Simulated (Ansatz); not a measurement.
## Spin–orbit splittings in Sc

```
Sc
1.0
    -1.83873    1.83873    1.83873
     1.83873   -1.83873    1.83873
     1.83873    1.83873   -1.83873
Sc
1
Direct
  0.00000 0.00000 0.00000
```

The structure comes from a relaxation in the same program, started in the bcc type, and has space group Im-3m. Whether it is a known phase or the ground state wasn't checked.

Spin polarisation is left out, and whether a magnetic state lies lower isn't shown here.

Levels of theory: DFT, PBE, all-electron LAPW, scalar-relativistic (Ansatz 0.2.0); DFT, PBE, all-electron LAPW, Dirac equation with spin-orbit coupling (Ansatz 0.2.0).

The runs use a Γ-centred 13×13×13 k mesh, Fermi–Dirac smearing of 0.05 eV, basis error target 1 meV/atom, no spin polarisation.

Levels between -8 and 2 eV, each run counted from its own valence-band top where it has a gap, else its Fermi level. Scalar levels are listed once for both spins; with the coupling every spinor state is counted. Levels near the edges of the range can cross them.

(1) At Γ (0.000, 0.000, 0.000) the scalar-relativistic levels are -5.22, 1.44 (×3). What are they with spin–orbit coupling?

(2) At P (0.250, 0.250, 0.250) the scalar-relativistic levels are -0.23 (×3). What are they with spin–orbit coupling?

## Answers

(1) -5.22 (×2), 1.43 (×4), 1.45 (×2).

(2) -0.25 (×2), -0.22 (×4).
